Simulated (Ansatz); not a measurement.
# GaAs (F-43m) in Ansatz: further runs, part 2 of 2

Ansatz 0.2.0. Earlier steps stand in the parts before.

## Step 4: Relaxation of cell and atoms, BLYP+D4

Contents of input.yaml:

```yaml
crystal:
  lattice:
    - [0.0, 2.82685, 2.82685]
    - [2.82685, 0.0, 2.82685]
    - [2.82685, 2.82685, 0.0]
  atoms:
    - { symbol: As, position: [0.75, 0.75, 0.75] }
    - { symbol: Ga, position: [0.0, 0.0, 0.0] }
hamiltonian:
  xc: blyp
  pseudopotentials: { kind: paw }
  dispersion: d4
kpoints:
  mp_grid: { grid: [8, 8, 8] }
scf:
  occupations: { method: fermi_dirac, width: 0.05 }
output:
  forces: true
  stress: true
relax:
  f_tol: 0.01
  max_steps: 40
  cell: { stress_tol: 0.05 }
```

Potentials or basis: Ansatz PAW.

Launch:

```sh
> ansatz run input.yaml --threads 2 --pin off --max-ram 5120MiB --backend cpu --events-out ev --progress --plain --runs-dir out
```

The program printed:

```text
Warning: RAYON_NUM_THREADS=2 ignored (pool sized by the plan → 2); use --threads N
Engine: ansatz 0.2.0, x86_64-unknown-linux-gnu
Pseudopotentials: kind: paw
Pseudopotential: As, paw, valence charge 15, recommended cutoff 420 eV (normal), As.paw.azcp
Pseudopotential: Ga, paw, valence charge 13, recommended cutoff 420 eV (normal), Ga.paw.azcp
Functional definition: BLYP
  parameter beta = 0.0042
  parameter a = 0.04918
  parameter b = 0.132
  parameter c = 0.2533
  parameter d = 0.349
  exchange = b88_x(beta = beta)
  correlation = lyp_c(a = a, b = b, c = c, d = d)
Crystal: 2 atoms, lattice volume = 45.179 Å³
Basis set: ecut = 420 eV, 893 PW (Γ), exchange–correlation on 54×54×54 points (8 copies of the dense FFT grid, shifted against one another)
Bands: 18, of which v1, the nominal top of the filled ones, is band 14 counted from 1 (13 counted from 0)
Symmetry: 24 space group operations
Space group: F-43m (ITA 216), of the structure as read, at distance tolerance 3.6e-5 Å
k-points: 29 of 512 (time reversal used)
Non-local potential: As, projectors of the file, l = 0: 2, l = 1: 2, l = 2: 3, l = 3: 1
Non-local potential: Ga, projectors of the file, l = 0: 2, l = 1: 2, l = 2: 3, l = 3: 1
PAW form: soft (Blöchl's): semilocal exchange-correlation on the pseudo side does not see the compensation charge
PAW frozen core: As, regenerated for the run's functional, and the local potential with it (the file was generated under x = pbe(κ = 0.804, μ = 0.2195149727645171), c = pbe(β = 0.06672455060314922))
PAW frozen core: Ga, regenerated for the run's functional, and the local potential with it (the file was generated under x = pbe(κ = 0.804, μ = 0.2195149727645171), c = pbe(β = 0.06672455060314922))
PAW one-centre angular grid: As, 590 points (default); XC on 64 Gauss nodes
PAW one-centre angular grid: Ga, 590 points (default); XC on 64 Gauss nodes
Initial density: superposition of atomic densities (neutral atoms: chi_scale 0, normalization atom), corrected by the library's trained network
Initial wavefunctions: pseudopotential atomic-orbital guess
Functional: x = b88, c = lyp
SCF iter   1: F=—  HF=-8661.890591 eV  |F-HF|=—  |Δ(HF+E_count)|=         —  Δρ=4.98e-3  dr2=9.35e-3  ethr=1.77e-3  ⟨swp⟩=5.9  Hψ=2536  notcnv=0
preconditioner: auto → none  [insulator: Δε(μ)=0.349 eV  Ē_g=15.634 eV  σ=0.050 eV  W_gap=0.93  n_scr=14 (ndim 8)  ℏωp=23.4 eV  f_vac=0.086  D(μ)=0.01/eV (n_scr^D=0)  ε∞_Penn≈3.2]
SCF iter   2: F=—  HF=-8661.886905 eV  |F-HF|=—  |Δ(HF+E_count)|=   3.69e-3  Δρ=2.54e-3  dr2=1.18e-3  ethr=3.34e-5  ⟨swp⟩=2.5  Hψ=1037  notcnv=0
SCF iter   3: F=—  HF=-8661.886678 eV  |F-HF|=—  |Δ(HF+E_count)|=   2.27e-4  Δρ=6.32e-4  dr2=1.42e-4  ethr=4.22e-6  ⟨swp⟩=2.0  Hψ=849  notcnv=0
SCF iter   4: F=—  HF=-8661.886522 eV  |F-HF|=—  |Δ(HF+E_count)|=   1.56e-4  Δρ=2.16e-4  dr2=1.04e-5  ethr=5.08e-7  ⟨swp⟩=2.0  Hψ=928  notcnv=0
SCF iter   5: F=—  HF=-8661.886522 eV  |F-HF|=—  |Δ(HF+E_count)|=   1.69e-7  Δρ=6.06e-5  dr2=2.17e-6  ethr=3.72e-8  ⟨swp⟩=2.0  Hψ=928  notcnv=0
SCF iter   6: F=—  HF=-8661.886521 eV  |F-HF|=—  |Δ(HF+E_count)|=   7.71e-7  Δρ=2.71e-5  dr2=1.66e-7  ethr=7.76e-9  ⟨swp⟩=2.0  Hψ=928  notcnv=0
SCF iter   7: F=-8661.886521 eV  HF=-8661.886521 eV  |F-HF|=1.67e-9  |Δ(HF+E_count)|=   1.43e-7  Δρ=2.87e-6  dr2=1.34e-9  ethr=3.57e-10  ⟨swp⟩=4.0  Hψ=1864  notcnv=0
SCF 1 converged in 7 iterations: F = -8661.886521 eV  dr2 = 1.34e-9
relax step   1: F+E_penalty+E_count = -8661.88652116 eV  Δ(F+E_penalty+E_count) = +0.000e0 eV  max|allowed force component| = 1.237e-16 eV/Å  Δτ_max = 0.0000 Å  P = +0.772 GPa  Ω = 45.179 Å³  (7 SCF iters, dr2 threshold 1.00e-7 eV, accepted)
Crystal: 2 atoms, lattice volume = 45.589 Å³
Initial density: handed on by an earlier stage of this run
Initial wavefunctions: those handed on with the density
iter 1 solved again at ethr=3.84e-7 eV; its pass at ethr=3.10e-3 eV (dr2=1.08e-4 eV) is discarded
SCF iter   1: F=—  HF=-8661.887638 eV  |F-HF|=—  |Δ(HF+E_count)|=         —  Δρ=3.94e-4  dr2=9.94e-5  ethr=3.84e-7  ⟨swp⟩=2.0  Hψ=2860  notcnv=0
preconditioner: auto → none  [insulator: Δε(μ)=0.283 eV  Ē_g=15.546 eV  σ=0.050 eV  W_gap=0.87  n_scr=14 (ndim 8)  ℏωp=23.3 eV  f_vac=0.100  D(μ)=0.01/eV (n_scr^D=0)  ε∞_Penn≈3.3]
SCF iter   2: F=—  HF=-8661.887615 eV  |F-HF|=—  |Δ(HF+E_count)|=   2.26e-5  Δρ=1.77e-4  dr2=1.49e-5  ethr=3.55e-7  ⟨swp⟩=2.0  Hψ=603  notcnv=0
SCF iter   3: F=—  HF=-8661.887614 eV  |F-HF|=—  |Δ(HF+E_count)|=   1.13e-6  Δρ=4.24e-5  dr2=9.59e-7  ethr=5.32e-8  ⟨swp⟩=2.5  Hψ=959  notcnv=0
SCF iter   4: F=-8661.887614 eV  HF=-8661.887614 eV  |F-HF|=8.68e-10  |Δ(HF+E_count)|=   2.93e-7  Δρ=1.58e-5  dr2=5.12e-8  ethr=7.14e-10  ⟨swp⟩=4.5  Hψ=1914  notcnv=0
SCF 2 converged in 4 iterations: F = -8661.887614 eV  dr2 = 5.12e-8
relax step   2: F+E_penalty+E_count = -8661.88761403 eV  Δ(F+E_penalty+E_count) = -1.093e-3 eV  max|allowed force component| = 4.445e-17 eV/Å  Δτ_max = 0.0000 Å  P = +0.152 GPa  Ω = 45.589 Å³  energy of the carried Pulay correction = -8.238e-5 eV  (4 SCF iters, dr2 threshold 2.00e-7 eV, accepted)
Crystal: 2 atoms, lattice volume = 45.691 Å³
iter 1 solved again at ethr=2.32e-8 eV; its pass at ethr=3.10e-3 eV (dr2=6.51e-6 eV) is discarded
SCF iter   1: F=—  HF=-8661.887645 eV  |F-HF|=—  |Δ(HF+E_count)|=         —  Δρ=1.02e-4  dr2=6.13e-6  ethr=2.32e-8  ⟨swp⟩=2.0  Hψ=2852  notcnv=0
preconditioner: auto → none  [insulator: Δε(μ)=0.266 eV  Ē_g=15.537 eV  σ=0.050 eV  W_gap=0.85  n_scr=14 (ndim 8)  ℏωp=23.3 eV  f_vac=0.099  D(μ)=0.02/eV (n_scr^D=0)  ε∞_Penn≈3.3]
SCF iter   2: F=—  HF=-8661.887643 eV  |F-HF|=—  |Δ(HF+E_count)|=   1.80e-6  Δρ=4.76e-5  dr2=1.00e-6  ethr=2.19e-8  ⟨swp⟩=2.0  Hψ=578  notcnv=0
SCF iter   3: F=-8661.887643 eV  HF=-8661.887643 eV  |F-HF|=4.79e-8  |Δ(HF+E_count)|=   1.49e-8  Δρ=1.17e-5  dr2=4.98e-8  ethr=2.06e-10  ⟨swp⟩=3.0  Hψ=2244  notcnv=0
SCF 3 converged in 3 iterations: F = -8661.887643 eV  dr2 = 4.98e-8
relax step   3: F+E_penalty+E_count = -8661.88764316 eV  Δ(F+E_penalty+E_count) = -2.913e-5 eV  max|allowed force component| = 3.527e-17 eV/Å  Δτ_max = 0.0000 Å  P = +0.004 GPa  Ω = 45.691 Å³  energy of the carried Pulay correction = -1.027e-4 eV  (3 SCF iters, dr2 threshold 5.76e-8 eV, accepted)
Initial wavefunctions: pseudopotential atomic-orbital guess (no wavefunctions were taken with the density)
iter 1 solved again at ethr=3.04e-7 eV; its pass at ethr=3.10e-3 eV (dr2=8.50e-5 eV) is discarded
SCF iter   1: F=—  HF=-8661.887743 eV  |F-HF|=—  |Δ(HF+E_count)|=         —  Δρ=1.16e-5  dr2=4.58e-8  ethr=3.04e-7  ⟨swp⟩=2.6  Hψ=3632  notcnv=0
eigensolver tolerance schedule: the retry pair's looser diagonalisation over-reported the residual by 1854.44 of it (diagonalisation noise at 0.22 of the residual, at the tolerance the schedule requests for it); recorded, not acted on — ethr = c·dr2/N_el stays at c = 1.0e-1
preconditioner: auto → none  [insulator: Δε(μ)=0.265 eV  Ē_g=15.537 eV  σ=0.050 eV  W_gap=0.85  n_scr=14 (ndim 8)  ℏωp=23.3 eV  f_vac=0.097  D(μ)=0.02/eV (n_scr^D=0)  ε∞_Penn≈3.3]
SCF iter   2: F=—  HF=-8661.887741 eV  |F-HF|=—  |Δ(HF+E_count)|=   1.72e-6  Δρ=9.25e-6  dr2=2.28e-8  ethr=1.64e-10  ⟨swp⟩=2.0  Hψ=929  notcnv=0
SCF iter   3: F=—  HF=-8661.887741 eV  |F-HF|=—  |Δ(HF+E_count)|=  8.73e-11  Δρ=2.99e-6  dr2=2.21e-9  ethr=8.14e-11  ⟨swp⟩=2.0  Hψ=723  notcnv=0
SCF iter   4: F=—  HF=-8661.887741 eV  |F-HF|=—  |Δ(HF+E_count)|=   1.17e-9  Δρ=9.99e-7  dr2=5.62e-10  ethr=7.88e-12  ⟨swp⟩=2.0  Hψ=784  notcnv=0
SCF iter   5: F=-8661.887741 eV  HF=-8661.887741 eV  |F-HF|=7.28e-12  |Δ(HF+E_count)|=  2.82e-10  Δρ=1.66e-7  dr2=1.05e-11  ethr=1.00e-12  ⟨swp⟩=4.0  Hψ=2709  notcnv=0
SCF 4 converged in 5 iterations: F = -8661.887741 eV  dr2 = 1.05e-11
relax step   4: F+E_penalty+E_count = -8661.88774146 eV  Δ(F+E_penalty+E_count) = -9.830e-5 eV  max|allowed force component| = 5.435e-17 eV/Å  Δτ_max = 0.0000 Å  P = +0.004 GPa  Ω = 45.691 Å³  stress off target by 4.34e-3 GPa  SCF on the basis re-selected at this cell (its energy is not comparable with the rows above)  (5 SCF iters)
basis re-selected at this cell: Δ(F+E_penalty+E_count) = -9.830e-5 eV, ΔP = +0.000 GPa vs the last step (what re-selecting the basis moved, of the pressure what is left beyond the Pulay correction that the steps carried, after the strain that the cell walked since its last selection, with what the two solves' SCF thresholds leave and, on support functions, any second-order correction that the steps lacked; it is no measure of the basis error at this ecutwfc). This SCF's stress stands 4.34e-3 GPa from its target on what of the cell is left free (relax.cell.stress_tol is 5.00e-2 GPa) and its largest allowed force component is 5.44e-17 eV/Å (relax.f_tol is 1.00e-2 eV/Å): within both
SCF converged after 5 iterations
Free energy (F): -8661.887741 eV
Harris-Foulkes:  -8661.887741 eV  (|F-HF|=7.28e-12)
Internal energy: -8661.887566 eV  (E = F + TS)
E sigma→0 (E₀):  -8661.887654 eV
Entropy (-TS):   -0.000176 eV (-0.088 meV/atom)
Fermi energy:    8.593747 eV
--- Per-component energies (eV) ---
  E_band       = -305.788923
  E_kinetic    = 220.728146
  E_local      = -3930.275137  (includes V_loc(G=0)·N_el)
  E_nonlocal   = -252.793489
  E_hartree    = 1984.381526
  E_xc         = -146.559310
  E_vxc        = -134.365554  (∫ρ·V_xc dr)
  E_paw        = -3847.394316  (= ΣΔE_a)
  E_vpaw       = -177.845940  (= ΣTr[D̂ρ^β])
  E_aug_tail   = -0.000133  (compensation charges beyond the density's cutoff)
  E_ewald      = -2688.610939
  E_disp       = -1.575669  (pairwise vdW)
  E_core_change = 0.211756  (= ΣΔE_core)
  E_smearing   = -0.000176  (= −TS)
  E_closure    = 0.000000  (closes the sum)
  Σ components = -8661.887741   (vs F -8661.887741, Δ=0.00e0)
--- Forces (eV/Å), atoms counted from 1 ---
  atom   1  As     0.00000000     0.00000000    -0.00000000
  atom   2  Ga     0.00000000     0.00000000     0.00000000
  max |Σ_I F_I| component: 1.04e-16 eV/Å
--- Stress (GPa, compression-positive) ---
        0.004341       0.000000       0.000000
        0.000000       0.004341       0.000000
        0.000000       0.000000       0.004341
  P = ⅓ Tr σ = 0.0043 GPa (0.043 kbar)
--- Relaxed structure (3 steps of the walk, 3 accepted, 1 SCFs on fresh bases) ---
  F+E_penalty+E_count = -8661.88774146 eV   max|allowed force component| = 5.435e-17 eV/Å   (the final SCF, on the basis selected at the relaxed cell)
  cell:  # Å, volume = 45.6911 Å³
    - [2.499916903639399e-34, 2.837487020327296, 2.837487020327296]
    - [2.837487020327296, 8.631878684477185e-33, 2.837487020327296]
    - [2.837487020327296, 2.837487020327296, 9.146192799047583e-33]
  atoms:
    - { symbol: As, position: [0.75, 0.75, 0.75] }
    - { symbol: Ga, position: [9.51689474526742e-34, -1.0780136553364063e-33, -8.29623412171336e-34] }
```

Run time: 4.2 s. Hardware: 2 threads of INTEL XEON PLATINUM 8581C at 2.10GHz (Emerald Rapids), shared host; peak memory 0.42 GiB.

Results:

```yaml
Free_energy: -8661.8877 eV
Relaxed_volume: 22.85 Å³/atom
Relaxed_cell: a = 4.013 Å, b = 4.013 Å, c = 4.013 Å, α = 60.00°, β = 60.00°, γ = 60.00°
Space_group_after_relaxing_to_0.05_Å: F-43m (No. 216)
Energy_gained_by_relaxing: 0.6 meV/atom
Ionic_steps: 4
Pressure_after_relaxing: 0.0 GPa
```

The path:
| step | energy change (eV) | largest force (eV/Å) | volume (Å³) |
| --- | --- | --- | --- |
| 1 | 0.0000 | 0.0000 | 45.18 |
| 2 | -0.0011 | 0.0000 | 45.59 |
| 3 | -0.0011 | 0.0000 | 45.69 |
| 4 | -0.0012 | 0.0000 | 45.69 |

Final structure:
```cif
data_structure
_symmetry_space_group_name_H-M 'P 1'
_symmetry_Int_Tables_number 1
_cell_length_a 4.0128
_cell_length_b 4.0128
_cell_length_c 4.0128
_cell_angle_alpha 60.000
_cell_angle_beta 60.000
_cell_angle_gamma 60.000
_cell_volume 45.69
loop_
_atom_site_label
_atom_site_type_symbol
_atom_site_fract_x
_atom_site_fract_y
_atom_site_fract_z
_atom_site_occupancy
As1 As 0.75000 0.75000 0.75000 1
Ga1 Ga 0.00000 0.00000 0.00000 1
```

Caveat: the plane-wave basis is chosen anew once the cell has moved, so the energies of steps on either side of that aren't comparable; the PAW data sets come from PBE, with cores solved anew for the run's functional, which leaves a small shift of forces and pressure. Zero-point motion and thermal expansion aren't in these numbers.

## Step 5: Relaxation of cell and atoms, r2SCAN+rVV10

input.yaml, as its differences from that of step 4:

```diff
@@ -9,5 +9,5 @@
 hamiltonian:
-  xc: blyp
+  xc: r2scan
   pseudopotentials: { kind: paw }
-  dispersion: d4
+  dispersion: rvv10
 kpoints:
```

Launch:

```sh
> ansatz run input.yaml --threads 2 --pin off --max-ram 5120MiB --backend cpu --events-out ev --progress --plain --runs-dir out
```

Wall time 9 s (2 threads of INTEL XEON PLATINUM 8581C at 2.10GHz (Emerald Rapids), shared host); peak memory 0.64 GiB.

It converged, with:

| Property | Result |
| --- | --- |
| Free energy | -8653.3133 eV |
| Relaxed volume | 22.51 Å³/atom |
| Relaxed cell | a = 3.993 Å, b = 3.993 Å, c = 3.993 Å, α = 60.00°, β = 60.00°, γ = 60.00° |
| Space group after relaxing (to 0.05 Å) | F-43m (No. 216) |
| Energy gained by relaxing | 0.1 meV/atom |
| Ionic steps | 3 |
| Pressure after relaxing | 0.0 GPa |
| Band gap on the k mesh | 1.03 eV |

The path:
```
step  energy change (eV)  largest force (eV/Å)  volume (Å³)
   1              0.0000                0.0000        45.18
   2             -0.0002                0.0000        45.02
   3             -0.0002                0.0000        45.02
```

Final structure:
```
As Ga
1.0
     0.00000    2.82349    2.82349
     2.82349    0.00000    2.82349
     2.82349    2.82349    0.00000
As Ga
1 1
Direct
  0.75000 0.75000 0.75000
  0.00000 0.00000 0.00000
```

Caveat: the plane-wave basis is chosen anew once the cell has moved, so the energies of steps on either side of that aren't comparable; the PAW data sets come from PBE, with cores solved anew for the run's functional, which leaves a small shift of forces and pressure.

## Step 6: Summary

```csv
level,cutoff (eV),gap on the mesh (eV),pressure (GPa),relaxed volume (Å³/atom)
RPBE,420,-,0.0,24.45
revPBE+D3(BJ),420,0.62,0.0,22.55
BLYP+D4,420,-,0.0,22.85
r2SCAN+rVV10,500,1.03,0.0,22.51
```

Alike in all rows: task relaxation of cell and atoms; potentials or basis Ansatz PAW; no spin polarisation; cell relaxed; k mesh 8 × 8 × 8; smearing fermi-dirac 0.05 eV.

Caveats: the plane-wave basis is chosen anew once the cell has moved, so the energies of steps on either side of that aren't comparable; the PAW data sets come from PBE, with cores solved anew for the run's functional, which leaves a small shift of forces and pressure.

Total energies depend on the potentials used, so only differences within one code and one set of settings carry meaning.
